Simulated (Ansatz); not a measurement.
# Mo12CO: the cost of one run

Method: DFT PBE, scalar-relativistic, plane waves, PAW, in Ansatz 0.2.0.

The COD entry's cell or inner coordinates are ideal or old and differ from later refinements, so a difference from it is no clean test against experiment.

5 further runs of the same task are left out: 5 set aside as unsound or not needed.

## 1. The structure to begin with

The structure is cubic, space group Im-3m (No. 229). Conventional cell: a = 3.160 Å, b = 3.160 Å, c = 3.160 Å, α = 90.00°, β = 90.00°, γ = 90.00°. Around Mo (site symmetry m-3m) lie 8 Mo at 2.74 Å.

Coordinates:

```
Mo
1.0
    -1.58022    1.58022    1.58022
     1.58022   -1.58022    1.58022
     1.58022    1.58022   -1.58022
Mo
1
Direct
  0.00000 0.00000 0.00000
```

This cell was relaxed beforehand with the same method: volume 15.78 Å³/atom, gap on the mesh none (metal).

## 2. The grid

Atoms count from 1 in the order of the input.

CO stands on one site of a rigid substrate at a fixed height and bond length while its axis is turned; the height is held at 1.91 Å.

The axes are (1) tilt of the C13-O14 axis from the surface normal: 7 values from 0 to 90 °; (2) azimuth of the C13-O14 axis from the diagonal of the surface cell: 12 values from 0 to 330 °, periodic.

Nothing else is relaxed. Points are written as (first, second).

## 3. Point (30°, 90°)

A dipole layer in the vacuum cancels the field that periodic copies would set up if the slab's two faces differ.

File input.yaml:

```yaml
crystal:
  lattice:
    - [5.4740406976, 0.0, 0.0]
    - [-1.8246802325, 5.1609750636, 0.0]
    - [0.0, 0.0, 22.3082144184]
  atoms:
    - { symbol: Mo, position: [0.25, 0.25, 0.1793061482] }
    - { symbol: Mo, position: [0.25, 0.75, 0.1793061482] }
    - { symbol: Mo, position: [0.75, 0.25, 0.1793061482] }
    - { symbol: Mo, position: [0.75, 0.75, 0.1793061482] }
    - { symbol: Mo, position: [0.0, 0.0, 0.2758696768] }
    - { symbol: Mo, position: [0.0, 0.5, 0.2758696768] }
    - { symbol: Mo, position: [0.5, 0.0, 0.2758696768] }
    - { symbol: Mo, position: [0.5, 0.5, 0.2758696768] }
    - { symbol: Mo, position: [0.25, 0.25, 0.3724284814] }
    - { symbol: Mo, position: [0.25, 0.75, 0.3724284814] }
    - { symbol: Mo, position: [0.75, 0.25, 0.3724284814] }
    - { symbol: Mo, position: [0.75, 0.75, 0.3724284814] }
    - { symbol: C, position: [1.0, 0.75, 0.4580471671] }
    - { symbol: O, position: [0.9351163003, 0.8148836997, 0.5030794342] }
basis:
  ecutwfc: 420
kpoints:
  mp_grid: { grid: [5, 5, 1] }
hamiltonian:
  xc: pbe
scf:
  occupations: { method: gaussian, width: 0.1 }
output:
  forces: true
  eigenvalues: true
efield:
  axis: 3
  dipole_correction: true
  ramp_width: 0.04
```

Launch:

```sh
$ ansatz run input.yaml --threads 4 --pin off --max-ram 12288MiB --backend cpu --events-out ev --progress --plain --runs-dir out
```

What time and memory should one allow on 4 threads of Intel Xeon Platinum 8488C (Sapphire Rapids), shared host?

About 14 s, with a peak of 1.8 GiB.
